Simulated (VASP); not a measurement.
**VASP 6.6.1, r²SCAN single-point calculation, NaCl (strained rocksalt)**

INCAR

```
ISIF = 2
NSW = 0
LASPH = .TRUE.
ALGO = Normal
SIGMA = 0.01
ENCUT = 520
IBRION = -1
NELM = 120
METAGGA = R2SCAN
ISMEAR = 0
PREC = Accurate
LCHARG = .FALSE.
LWAVE = .FALSE.
LREAL = .FALSE.
EDIFF = 1E-7
NBANDS = 14
```

KPOINTS

```
KPOINTS created by Atomic Simulation Environment
0
Gamma
8 8 8
0 0 0
```

KPOINTS_OPT

```
special points
6
Reciprocal
0.0000000000 0.0000000000 0.0000000000 1
0.5000000000 0.0000000000 0.5000000000 1
0.6250000000 0.2500000000 0.6250000000 1
0.3750000000 0.3750000000 0.7500000000 1
0.5000000000 0.5000000000 0.5000000000 1
0.5000000000 0.2500000000 0.7500000000 1
```

POSCAR

```
Na Cl
 1.0000000000000000
     0.1547412070000000    2.8296369706000002    2.8296369706000002
     2.8296369706000002    0.1547412070000000    2.8296369706000002
     2.8296369706000002    2.8296369706000002    0.1547412070000000
 Na  Cl
   1   1
Cartesian
  0.0000000000000000  0.0000000000000000  0.0000000000000000
  2.9070075740999997  2.9070075740999997  2.9070075740999997
```

VASP ran with the recommended PBE PAW datasets (14 valence electrons in the cell).

Command

```
mpirun -np 1 vasp_std
```

OSZICAR

```
N       E                     dE             d eps       ncg     rms          rms(c)
DAV:   1     0.981714372278E+02    0.98171E+02   -0.73357E+03  1820   0.106E+03
DAV:   2    -0.734309469889E+01   -0.10551E+03   -0.96926E+02  1970   0.289E+02
DAV:   3    -0.157751636655E+02   -0.84321E+01   -0.83740E+01  2372   0.751E+01
DAV:   4    -0.159112659924E+02   -0.13610E+00   -0.13604E+00  2084   0.102E+01
DAV:   5    -0.159140906812E+02   -0.28247E-02   -0.28244E-02  2390   0.150E+00    0.232E+00
DAV:   6    -0.137728455923E+02    0.21412E+01   -0.54129E-01  1910   0.753E+00    0.238E+00
DAV:   7    -0.137545382073E+02    0.18307E-01   -0.14702E-01  2342   0.281E+00    0.126E+00
DAV:   8    -0.137591985115E+02   -0.46603E-02   -0.58937E-03  2210   0.586E-01    0.491E-01
DAV:   9    -0.137606860984E+02   -0.14876E-02   -0.35785E-03  1904   0.562E-01    0.125E-01
DAV:  10    -0.137607045373E+02   -0.18439E-04   -0.78188E-05  2474   0.745E-02    0.494E-02
DAV:  11    -0.137607336074E+02   -0.29070E-04   -0.53749E-05  2030   0.656E-02    0.666E-02
DAV:  12    -0.137607360794E+02   -0.24720E-05   -0.51421E-06  2306   0.162E-02    0.555E-03
DAV:  13    -0.137607372533E+02   -0.11739E-05   -0.24749E-07  2144   0.399E-03    0.456E-03
DAV:  14    -0.137607399842E+02   -0.27309E-05   -0.13736E-07  2096   0.376E-03    0.941E-04
DAV:  15    -0.137607398236E+02    0.16061E-06   -0.41026E-09  1144   0.593E-04    0.887E-04
DAV:  16    -0.137607392759E+02    0.54773E-06   -0.28067E-09  1078   0.498E-04    0.187E-04
DAV:  17    -0.137607391646E+02    0.11129E-06   -0.36960E-10  1048   0.193E-04    0.568E-05
DAV:  18    -0.137607391832E+02   -0.18626E-07   -0.35279E-11  1060   0.759E-05
   1 F= -.13760739E+02 E0= -.13760739E+02  d E =-.101462E-45
       N       E                     dE             ncg
DAV:   1     0.971511494723E+03   -0.27082E+04      168
DAV:   2     0.322264649322E+03   -0.64925E+03      198
DAV:   3     0.274595765365E+03   -0.47669E+02      216
DAV:   4     0.273870754315E+03   -0.72501E+00      216
DAV:   5     0.273853563243E+03   -0.17191E-01      192
DAV:   6     0.273852943984E+03   -0.61926E-03      222
DAV:   7     0.273852917325E+03   -0.26659E-04      202
DAV:   8     0.273852916438E+03   -0.88682E-06      216
DAV:   9     0.273852916401E+03   -0.37851E-07      160
```

From OUTCAR

```
k-points           NKPTS =     65   k-points in BZ     NKDIM =     65   number of bands    NBANDS=     14

   NELECT =      14.0000    total number of electrons

   dimension x,y,z NGX =    30 NGY =   30 NGZ =   30
   dimension x,y,z NGXF=    60 NGYF=   60 NGZF=   60

  energy-cutoff  :      520.00
  volume of cell :       41.60
      direct lattice vectors                 reciprocal lattice vectors
     0.154741207  2.829636971  2.829636971    -0.191898170  0.181948173  0.181948173
     2.829636971  0.154741207  2.829636971     0.181948173 -0.191898170  0.181948173
     2.829636971  2.829636971  0.154741207     0.181948173  0.181948173 -0.191898170

 k-points in reciprocal lattice and weights: KPOINTS created by Atomic Simulation Env
   0.00000000  0.00000000  0.00000000       0.002
   0.12500000  0.00000000  0.00000000       0.012
   0.25000000  0.00000000  0.00000000       0.012
   0.37500000  0.00000000  0.00000000       0.012
   0.50000000  0.00000000  0.00000000       0.006
   0.12500000  0.12500000  0.00000000       0.012
   0.25000000  0.12500000  0.00000000       0.023
   0.37500000  0.12500000  0.00000000       0.023
   ...

 E-fermi :  -0.4574

 k-point     1 :       0.0000    0.0000    0.0000
  band No.  band energies     occupation
      1     -22.1224      2.00000
      2     -22.1224      2.00000
      3     -22.1109      2.00000
      4     -14.1000      2.00000
      5      -0.9369      2.00000
      6      -0.5549      2.00000
      7      -0.5549      2.00000
      8       5.5025      0.00000
      9      10.4246      0.00000
     10      11.5546      0.00000
     11      11.5546      0.00000
     12      13.5301      0.00000
     13      13.5301      0.00000
     14      15.1939      0.00000

 k-point     2 :       0.1250    0.0000    0.0000
  band No.  band energies     occupation
      1     -22.1285      2.00000
      2     -22.1230      2.00000
      3     -22.1113      2.00000
      4     -14.0366      2.00000
      5      -1.0709      2.00000
      6      -0.8852      2.00000
      7      -0.6175      2.00000
      8       6.0179      0.00000
      9      10.5948      0.00000
     10      11.0136      0.00000
     11      11.7915      0.00000
     12      13.1621      0.00000
     13      13.3872      0.00000
     14      16.3392      0.00000

 k-point     3 :       0.2500    0.0000    0.0000
  band No.  band energies     occupation
      1     -22.1434      2.00000
      2     -22.1246      2.00000
      3     -22.1119      2.00000
      4     -13.8782      2.00000
      5      -1.8564      2.00000
      6      -1.0483      2.00000
      7      -0.7625      2.00000
      8       6.9381      0.00000
      9      10.3511      0.00000
     10      11.1197      0.00000
     11      11.8936      0.00000
     12      13.1472      0.00000
     13      13.8900      0.00000
     14      16.5776      0.00000

 k-point     4 :       0.3750    0.0000    0.0000
  band No.  band energies     occupation
      1     -22.1583      2.00000
      2     -22.1262      2.00000
      3     -22.1123      2.00000
      4     -13.7117      2.00000
      5      -2.5663      2.00000
      6      -1.1487      2.00000
      7      -0.8999      2.00000
      8       7.2863      0.00000
      9      10.9142      0.00000
     10      11.0375      0.00000
     11      11.6141      0.00000
     12      14.4652      0.00000
     13      15.5682      0.00000
     14      15.9502      0.00000

 k-point     5 :       0.5000    0.0000    0.0000
  band No.  band energies     occupation
      1     -22.1644      2.00000
      2     -22.1268      2.00000
      3     -22.1124      2.00000
      4     -13.6400      2.00000
      5      -2.8373      2.00000
      6      -1.1879      2.00000
      7      -0.9547      2.00000
      8       7.2846      0.00000
      9      10.7817      0.00000
     10      11.4827      0.00000
     11      11.7089      0.00000
     12      15.6811      0.00000
     13      15.8341      0.00000
     14      17.3406      0.00000

 k-point     6 :       0.1250    0.1250    0.0000
  band No.  band energies     occupation
      1     -22.1277      2.00000
      2     -22.1238      2.00000
      3     -22.1129      2.00000
      4     -14.0219      2.00000
      5      -1.1855      2.00000
      6      -0.8594      2.00000
      7      -0.6606      2.00000
      8       6.1933      0.00000
      9      10.1614      0.00000
     10      11.3790      0.00000
     11      11.9889      0.00000
     12      12.6608      0.00000
     13      13.7544      0.00000
     14      16.6825      0.00000

 k-point     7 :       0.2500    0.1250    0.0000
  band No.  band energies     occupation
      1     -22.1377      2.00000
      2     -22.1254      2.00000
      3     -22.1141      2.00000
      4     -13.9029      2.00000
      5      -1.6740      2.00000
      6      -1.0815      2.00000
      7      -0.8069      2.00000
      8       7.0356      0.00000
      9       9.8012      0.00000
     10      11.5824      0.00000
     11      11.7908      0.00000
     12      12.8353      0.00000
     13      14.0304      0.00000
     14      17.7546      0.00000

 k-point     8 :       0.3750    0.1250    0.0000
  band No.  band energies     occupation
      1     -22.1515      2.00000
      2     -22.1276      2.00000
      3     -22.1143      2.00000
      4     -13.7429      2.00000
      5      -2.3124      2.00000
      6      -1.2179      2.00000
      7      -1.0086      2.00000
      8       7.6066      0.00000
      9      10.3242      0.00000
     10      10.9823      0.00000
     11      11.6499      0.00000
     12      13.9813      0.00000
     13      15.3080      0.00000
     14      17.2698      0.00000

 k-point     9 :       0.5000    0.1250    0.0000
  band No.  band energies     occupation
      1     -22.1605      2.00000
      2     -22.1295      2.00000
      3     -22.1137      2.00000
      4     -13.6364      2.00000
      5      -2.6951      2.00000
      6      -1.2822      2.00000
      7      -1.1294      2.00000
      8       7.6851      0.00000
      9      10.6505      0.00000
     10      11.2857      0.00000
     11      11.4272      0.00000
     12      15.7749      0.00000
     13      15.9784      0.00000
     14      16.9362      0.00000

 k-point    10 :      -0.3750    0.1250   -0.0000
  band No.  band energies     occupation
      1     -22.1597      2.00000
      2     -22.1298      2.00000
      3     -22.1126      2.00000
      4     -13.6527      2.00000
      5      -2.6361      2.00000
      6      -1.2730      2.00000
      7      -1.0973      2.00000
      8       7.7369      0.00000
      9      10.7061      0.00000
     10      10.9597      0.00000
     11      11.3674      0.00000
     12      14.4911      0.00000
     13      16.8711      0.00000
     14      17.2496      0.00000

 k-point    11 :      -0.2500    0.1250   -0.0000
  band No.  band energies     occupation
      1     -22.1500      2.00000
      2     -22.1282      2.00000
      3     -22.1115      2.00000
      4     -13.7810      2.00000
      5      -2.1561      2.00000
      6      -1.1671      2.00000
      7      -0.9598      2.00000
      8       7.5605      0.00000
      9       9.9730      0.00000
     10      11.2012      0.00000
     11      11.6509      0.00000
     12      12.8160      0.00000
     13      15.4095      0.00000
     14      17.4309      0.00000

 k-point    12 :      -0.1250    0.1250    0.0000
  band No.  band energies     occupation
      1     -22.1371      2.00000
      2     -22.1253      2.00000
      3     -22.1109      2.00000
      4     -13.9393      2.00000
      5      -1.4776      2.00000
      6      -1.0314      2.00000
      7      -0.7686      2.00000
      8       6.7021      0.00000
      9      10.1834      0.00000
     10      11.1768      0.00000
     11      11.9424      0.00000
     12      12.4532      0.00000
     13      13.9365      0.00000
     14      17.5109      0.00000

 k-point    13 :       0.2500    0.2500    0.0000
  band No.  band energies     occupation
      1     -22.1391      2.00000
      2     -22.1273      2.00000
      3     -22.1167      2.00000
      4     -13.8419      2.00000
      5      -1.8821      2.00000
      6      -1.2004      2.00000
      7      -0.8980      2.00000
      8       7.5613      0.00000
      9       9.0236      0.00000
     10      11.2608      0.00000
     11      12.5635      0.00000
     12      13.1423      0.00000
     13      14.3952      0.00000
     14      19.0580      0.00000

 ...

  Total        0.3776661      0.3776661      0.3776661     -0.2227089     -0.2227089     -0.2227089
  in kB       14.5454997     14.5454997     14.5454997     -8.5774518     -8.5774518     -8.5774518
  external PRESSURE =      14.5454997 kB  Pullay stress =       0.0000000 kB

 POSITION                                       TOTAL-FORCE (eV/Angst)
 -----------------------------------------------------------------------------------
      0.00000      0.00000      0.00000         0.000000     -0.000000      0.000000
      2.90701      2.90701      2.90701        -0.000000      0.000000     -0.000000
 -----------------------------------------------------------------------------------
    total drift:                               -0.000000      0.000000      0.000000

  FREE ENERGIE OF THE ION-ELECTRON SYSTEM (eV)
  ---------------------------------------------------
  free  energy   TOTEN  =       -13.7607391832 eV

  energy  without entropy=      -13.7607391832  energy(sigma->0) =      -13.76073918
```

```yaml
gap_between_bands_v_and_c: 6.06 eV
least_direct_gap: 6.06 eV
pressure: 1.5 GPa
```

Band v is the last that the valence electrons fill when counted band by band, and c is the next.

The run took about 2.8 min on one core of a shared host (Intel Xeon Platinum 8488C) and held 0.19 GiB at most.
